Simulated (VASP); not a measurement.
# Fe: hyperfine tensors, by potentials

Fe, Im-3m (no. 229), 1 atom in the cell.

| Potentials | Contact coupling of the first element (MHz) | Time (s) |
|---|---|---|
| Fe | -36.3 | 75 |
| Fe_GW | -34.4 | 74 |
| Fe_sv_GW | -52.5 | 97 |
| Fe_sv | -53.0 | 79 |

Limits: rows 1, 2: these potentials hold the 3s shell of Fe in the core; contact fields change markedly between the two kinds; rows 3, 4: these potentials hold the 3s shell of Fe in the valence; contact fields change markedly between the two kinds.

## Input of the first row

INCAR:
```
ALGO = Normal ; EDIFF = 1E-7
ENCUT = 550 ; GGA = PE
ISMEAR = 1 ; ISPIN = 2
KPAR = 2 ; LASPH = T
LCHARG = F ; LHYPERFINE = T
LMAXMIX = 4 ; LORBIT = 11
LREAL = F ; LWAVE = F
MAGMOM = 3 ; NELM = 120
NGYROMAG = 1.3789 ; PREC = Accurate
SIGMA = 0.1
```

KPOINTS:
```
k-points
0
Gamma
  21 21 21
```

POSCAR:
```
Fe
1.0
   -1.4430000000      1.4430000000      1.4430000000
    1.4430000000     -1.4430000000      1.4430000000
    1.4430000000      1.4430000000     -1.4430000000
Fe
1
Direct
    0.0000000000      0.0000000000      0.0000000000
```

Commands:
```
cat potpaw_PBE.64/Fe/POTCAR > POTCAR
mpirun -np 2 vasp_std > vasp.out
```

Changes of the last row against the first:
```
- cat potpaw_PBE.64/Fe/POTCAR > POTCAR
+ cat potpaw_PBE.64/Fe_sv/POTCAR > POTCAR
```

VASP 6.6.1 took 75 s on 2 cores (Intel Xeon Platinum 8259CL @ 2.50GHz (Skylake/Cascade Lake)), a shared host.
